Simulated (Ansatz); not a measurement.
# MoS₂: pressure and largest V_zz against volume scale

Periodic Kohn-Sham DFT of a crystal at fixed atoms, scaled to volume_scale times the given cell; pressure positive in compression, energy less spherical unpolarised free atoms, largest_vzz the field gradient of largest size among the nuclei. The results are calculated, by Ansatz 0.2.0.

The cell before it is scaled or strained (space group P6_3/mmc, No. 194):
```
MoS2
1.0
      3.1610     0.0000     0.0000
     -1.5805     2.7375     0.0000
      0.0000     0.0000    12.2950
Mo S
2 4
Direct
  0.33333 0.66667 0.25000
  0.66667 0.33333 0.75000
  0.33333 0.66667 0.62750
  0.66667 0.33333 0.12750
  0.33333 0.66667 0.87250
  0.66667 0.33333 0.37250
```

Settings of every row: method all-electron PAW; functional PBE; relativity scalar; k mesh 10x10x3; filling fermi-dirac; smearing width 0.03 eV; nucleus gaussian.

Atom start moment: 0 on all atoms.

Limits: a layered crystal: even scaling strains the bonds within the layers, so this curve is stiffer than the crystal under pressure; field gradient without spin-orbit coupling on heavy atoms.

```
row  volume scale  V (Å³/atom)  pressure (GPa)  largest V_zz (1e21 V/m^2)
  1          0.94       16.668          21.218                     -9.783
  2          0.96       17.023          16.684                     -9.546
  3          0.98       17.377          12.595                     -9.317
  4          0.99       17.555          10.702                     -9.204
  5             1       17.732           8.904                     -9.094
  6          1.01       17.909               ?                          ?
  7          1.02       18.087           5.572                     -8.881
  8          1.04       18.441           2.565                     -8.675
  9          1.06       18.796           -0.15                     -8.476
```

Question: what pressure and largest V_zz should row 6 give?

Worked fit of pressure. Take u = (V_r/V)^(2/3) − 1 with V_r = 17.643 Å³ an atom, which is twice the finite (Eulerian) strain; such expansions in the strain, on which the Birch-Murnaghan equation of state is built, carry the rest volume and the bulk modulus. The shown rows have u = 0.03863, 0.02414, 0.01018, 0.00334, -0.00335, -0.01643, -0.02906, -0.04133. Least squares give pressure = 9.7953 + 268.381 × u + 689.69 × u² + 454 × u³ GPa; a parabola predicts inner rows, each left out in turn, worse (root mean square 0.0079 against 0.004 GPa). The rows lie off it by 0.000, 0.002, -0.004, 0.003, 0.000, 0.002, -0.002, 0.001. The pressure vanishes at u = -0.0406, or V = 18.78 Å³ an atom, and there the bulk modulus at fixed shape and fractions is B = −V dP/dV = (2/3)(1 + u) dP/du = 137 GPa. Letting shape and atoms relax would as a rule lower it, by much in layered, chain or molecular crystals. The withheld row has u = -0.00993, so the fit gives 9.7953 + 268.381 × (-0.00993) + 689.69 × (-0.00993)² + 454 × (-0.00993)³ = 7.198 GPa.

The calculation gave 7.196 GPa. The fit lies 0.002 GPa (0.0094 % of the column's range) above it; its largest miss of a shown row is 0.004 GPa.

Worked fit of largest V_zz. Take t = volume scale − 1. The shown rows have t = -0.06, -0.04, -0.02, -0.01, 0, 0.02, 0.04, 0.06. Least squares give largest V_zz = −9.0946 + 10.891 × t − 9.73 × t² 1e21 V/m^2; a straight line predicts inner rows, each left out in turn, worse (root mean square 0.011 against 0.00064 1e21 V/m^2). The rows lie off it by 0.000, 0.000, -0.001, 0.000, 0.001, 0.000, 0.000, 0.000. The withheld row has t = 0.01, so the fit gives −9.0946 + 10.891 × (0.01) − 9.73 × (0.01)² = -8.987 1e21 V/m^2.

The calculation gave -8.987 1e21 V/m^2. The fit meets it to the printed digit.
